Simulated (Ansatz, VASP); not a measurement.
## One calculation of B, two programs

```
B
1.0
     1.67330    0.00000    0.00000
    -0.83665    1.44912    0.00000
     0.00000    0.00000   13.68490
B
4
Direct
  0.00000 0.00000 0.00000
  0.00000 0.00000 0.50000
  0.33333 0.66667 0.25000
  0.66667 0.33333 0.75000
```

Alike in both runs: task single point; functional LDA; k mesh 24 × 24 × 3; occupations fermi-dirac, width 0.1 eV; no spin polarisation.

|  | VASP | Ansatz |
| --- | --- | --- |
| version | VASP 6.6.1 | Ansatz 0.2.0 |
| potentials or method | VASP PAW LDA potentials, release 64 (B) | plane waves (420 eV) with PAW, scalar-relativistic |
| plane-wave cutoff (eV) | 520 | 420 |
| valence electrons in the cell | 12 | 12 |

VASP gave:

- pressure (GPa): 8.4
- largest component of the traceless stress (GPa): 8.67

Problem. Which values does Ansatz return?

Solution. Pressure (GPa): 8.3; largest component of the traceless stress (GPa): 8.44.

Ansatz warned: «pseudo_functional_mismatch».
